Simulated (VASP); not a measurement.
# GaAs (F-43m) in VASP: further runs, part 2 of 2

VASP 6.6.1. The steps go on from the part before.

### Step 3. Phonons, LDA

Contents of POSCAR:

```
GaAs
1.0
    0.0000000000      2.8268500000      2.8268500000
    2.8268500000      0.0000000000      2.8268500000
    2.8268500000      2.8268500000      0.0000000000
As Ga
1 1
Direct
    0.7500000000      0.7500000000      0.7500000000
    0.0000000000      0.0000000000      0.0000000000
```

Contents of INCAR.step1:

```
  PREC = Accurate
  ENCUT = 600
  EDIFF = 1E-8
  ISMEAR = -1
  SIGMA = 0.05
  LREAL = False
  LASPH = True
  NELM = 80
  ALGO = Normal
  ISIF = 3
  LWAVE = False
  LCHARG = False
  GGA = CA
  IBRION = 2
  NSW = 40
  EDIFFG = -0.002
```

Contents of INCAR.step2:

```
  PREC = Accurate
  ENCUT = 600
  EDIFF = 1E-8
  ISMEAR = -1
  SIGMA = 0.05
  LREAL = False
  LASPH = True
  NELM = 80
  ALGO = Normal
  ISIF = 2
  LWAVE = False
  LCHARG = False
  GGA = CA
  IBRION = 8
  NSW = 1
```

Contents of KPOINTS:

```
regular mesh
0
Gamma
  6 6 6
```

Potentials or basis: VASP PAW LDA potentials, release 64 (As, Ga_d).

Command:

```
$ cat potpaw_LDA.64/As/POTCAR potpaw_LDA.64/Ga_d/POTCAR > POTCAR
$ cp INCAR.step1 INCAR
$ mpirun -np 1 vasp_std > vasp.out
$ cp CONTCAR POSCAR
$ cp INCAR.step2 INCAR
$ mpirun -np 1 vasp_std > vasp.out
```

OUTCAR:

```text
PREC = Accurate
   ENCUT = 600
   EDIFF = 1E-8
   ISMEAR = -1
   LREAL = False
   LASPH = True
   NELM = 80
   ISIF = 2
   GGA = CA
   IBRION = 8
   NSW = 1

 ion  position               nearest neighbor table
   1  0.750  0.750  0.750-   2 2.43   2 2.43   2 2.43   2 2.43
   2  0.000  0.000  0.000-   1 2.43   1 2.43   1 2.43   1 2.43

  LATTYP: Found a face centered cubic cell.
 ALAT       =     5.6099074410

  Lattice vectors:

 A1 = (   0.0000000000,   2.8049537205,   2.8049537205)
 A2 = (   2.8049537205,   0.0000000000,   2.8049537205)
 A3 = (   2.8049537205,   2.8049537205,   0.0000000000)

Analysis of symmetry for initial positions (statically):
=====================================================================
 Subroutine PRICEL returns:
 Original cell was already a primitive cell.

 Routine SETGRP: Setting up the symmetry group for a
 face centered cubic supercell.

[... 473 lines left out ...]

 INTERNAL STRAIN TENSOR  FOR ION    2  DIRECTION 1   (eV/Angst):
 -----------------------------------------------------------------------------
     0.01470  0.00000  0.00000
     0.00000 -0.00602 -7.11763
     0.00000 -7.11763 -0.00602

 INTERNAL STRAIN TENSOR FOR ION    2 for displacements in x,y,z  (eV/Angst):
          X           Y           Z          XY          YZ          ZX
  --------------------------------------------------------------------------------
  x     0.00000    -0.00000    -0.00000     0.00000    -7.11763     0.00000
  y     0.00000     0.00000    -0.00000     0.00000     0.00000    -7.11763
  z    -0.00000    -0.00000     0.00000    -7.11763     0.00000     0.00000

 SECOND DERIVATIVES (NOT SYMMETRIZED)
 ------------------------------------
               1X          1Y          1Z          2X          2Y          2Z
  1X    -9.664883    0.000000    0.000000    9.664883    0.000000    0.000000
  1Y     0.000000   -9.664883    0.000000    0.000000    9.664883    0.000000
  1Z     0.000000    0.000000   -9.664883    0.000000    0.000000    9.664883
  2X     9.705350    0.000000    0.000000   -9.705350    0.000000    0.000000
  2Y     0.000000    9.705350    0.000000    0.000000   -9.705350    0.000000
  2Z     0.000000    0.000000    9.705350    0.000000    0.000000   -9.705350

 Eigenvectors and eigenvalues of the dynamical matrix
 ----------------------------------------------------

   1 f  =    8.096153 THz    50.869627 2PiTHz  270.058581 cm-1    33.482982 meV
             X         Y         Z           dx          dy          dz
      4.207431  4.207431  4.207431     0.693531    0.000000   -0.000000
      0.000000  0.000000  0.000000    -0.720427   -0.000000   -0.000000
[... 21 lines left out ...]
   6 f/i=    0.008451 THz     0.053099 2PiTHz    0.281893 cm-1     0.034950 meV
             X         Y         Z           dx          dy          dz
      4.207431  4.207431  4.207431     0.127143    0.358043    0.612090
      0.000000  0.000000  0.000000     0.122397    0.344676    0.589239

--------------------------------------------------------------------------------------------------------

 ELASTIC MODULI CONTR FROM IONIC RELAXATION (kBar)
 Direction    XX          YY          ZZ          XY          YZ          ZX
 --------------------------------------------------------------------------------
 XX          -0.0000     -0.0000      0.0000      0.0000     -0.0000      0.0000
 YY          -0.0000     -0.0000      0.0000      0.0000      0.0000      0.0000
 ZZ           0.0000      0.0000     -0.0000     -0.0000      0.0000     -0.0000
 XY           0.0000      0.0000     -0.0000   -191.5971      0.0000      0.0000
 YZ          -0.0000      0.0000      0.0000      0.0000   -191.5971      0.0000
 ZX           0.0000      0.0000     -0.0000      0.0000      0.0000   -191.5971
 --------------------------------------------------------------------------------
```

OSZICAR.step1:

```text
N       E                     dE             d eps       ncg     rms          rms(c)
DAV:   1     0.868771357948E+02    0.86877E+02   -0.99473E+03   424   0.202E+03
DAV:   2    -0.208468366178E+01   -0.88962E+02   -0.85872E+02   451   0.365E+02
DAV:   3    -0.967576755611E+01   -0.75911E+01   -0.75446E+01   521   0.823E+01
[... 26 lines left out ...]
DAV:   4    -0.961510908446E+01    0.30856E-03   -0.37346E-04   485   0.311E-01    0.258E-02
DAV:   5    -0.961506298898E+01    0.46095E-04   -0.25710E-05   564   0.762E-02    0.715E-03
DAV:   6    -0.961506172228E+01    0.12667E-05   -0.20947E-06   527   0.245E-02    0.407E-03
DAV:   7    -0.961506165739E+01    0.64892E-07   -0.39775E-07   536   0.136E-02    0.995E-04
DAV:   8    -0.961506164989E+01    0.74965E-08   -0.44784E-08   456   0.239E-03
   3 F= -.96150616E+01 E0= -.96150305E+01  d E =-.546416E-02
```

Run time: 84 s. Hardware: 1 thread of AMD EPYC 9R45 (Zen 5), shared host; peak memory 0.21 GiB.

What came out:

```
Relaxed volume                                          : 22.07 Å³/atom
Relaxed cell                                            : a = 3.967 Å, b = 3.967 Å, c = 3.967 Å, α = 60.00°, β = 60.00°, γ = 60.00°
Space group after relaxing (to 0.05 Å)                  : F-43m (No. 216)
Highest phonon frequency at Γ, LO-TO splitting left out : 270 cm⁻¹
```

The path:
```csv
step,energy change (eV),largest force (eV/Å),pressure (GPa),volume (Å³)
1,0.0000,0.0000,-1.64,45.18
2,-0.0043,0.0000,0.79,43.68
3,-0.0055,0.0000,0.00,44.14
```

Final structure:
```
As Ga
1.0
     0.00000    2.80495    2.80495
     2.80495    0.00000    2.80495
     2.80495    2.80495    0.00000
As Ga
1 1
Direct
  0.75000 0.75000 0.75000
  0.00000 0.00000 0.00000
```

Phonon frequencies in cm⁻¹ (negative: imaginary):
| q point | frequencies |
| --- | --- |
| (0.000, 0.000, 0.000) | 0 0 0 270 270 270 |

### Step 4. Elastic constants, LDA

POSCAR is that of step 3.

Contents of INCAR.step1:

```
SYSTEM = GaAs
PREC = Accurate ; ENCUT = 600
EDIFF = 1E-8 ; ISMEAR = -1
SIGMA = 0.05 ; LREAL = .False.
LASPH = .True. ; NELM = 60
ALGO = Normal ; ISIF = 3
LWAVE = .False. ; LCHARG = .False.
GGA = CA ; IBRION = 2
NSW = 40 ; EDIFFG = -0.002
```

Contents of INCAR.step2:

```
SYSTEM = GaAs
PREC = Accurate ; ENCUT = 600
EDIFF = 1E-8 ; ISMEAR = -1
SIGMA = 0.05 ; LREAL = .False.
LASPH = .True. ; NELM = 60
ALGO = Normal ; ISIF = 3
LWAVE = .False. ; LCHARG = .False.
GGA = CA ; IBRION = 6
NFREE = 2 ; POTIM = 0.015
NSW = 1
```

Contents of KPOINTS:

```
Automatic mesh
0
Gamma
  6 6 6
  0 0 0
```

Command:

```
$ cat potpaw_LDA.64/As/POTCAR potpaw_LDA.64/Ga_d/POTCAR > POTCAR
$ cp INCAR.step1 INCAR
$ mpirun -np 1 vasp_std > vasp.out
$ cp CONTCAR POSCAR
$ cp INCAR.step2 INCAR
$ mpirun -np 1 vasp_std > vasp.out
```

It took 3.8 min on 1 thread of AMD EPYC 9R45 (Zen 5), shared host; peak memory 0.2 GiB.

The run converged. Its results:

* Relaxed volume: 22.07 Å³/atom
* Relaxed cell: a = 3.967 Å, b = 3.967 Å, c = 3.967 Å, α = 60.00°, β = 60.00°, γ = 60.00°
* Space group after relaxing (to 0.05 Å): F-43m (No. 216)
* Elastic constants C11, C12, C44: 117, 53, 58 GPa
* Voigt bulk modulus: 74 GPa
* Highest phonon frequency at Γ, LO-TO splitting left out: 270 cm⁻¹

Step by step:
```
step  energy change (eV)  largest force (eV/Å)  pressure (GPa)  volume (Å³)
   1              0.0000                0.0000           -1.64        45.18
   2             -0.0043                0.0000            0.79        43.68
   3             -0.0055                0.0000            0.00        44.14
```

Final structure:
```xyz
2
Lattice="0.0000 2.8050 2.8050 2.8050 0.0000 2.8050 2.8050 2.8050 0.0000" Properties=species:S:1:pos:R:3 pbc="T T T"
As    4.2074    4.2074    4.2074
Ga    0.0000    0.0000    0.0000
```

Phonon frequencies in cm⁻¹ (negative: imaginary):
```csv
q point,frequencies
"(0.000, 0.000, 0.000)",0 0 0 270 270 270
```

Elastic tensor in Voigt notation (GPa, in the Cartesian axes of the cell as first typed):
```
117  53  53   0   0   0
 53 117  53   0   0   0
 53  53 117   0   0   0
  0   0   0  58   0   0
  0   0   0   0  58   0
  0   0   0   0   0  58
```

Clamped-ion elastic tensor (GPa):
```
117  53  53   0   0   0
 53 117  53   0   0   0
 53  53 117   0   0   0
  0   0   0  79   0   0
  0   0   0   0  79   0
  0   0   0   0   0  79
```
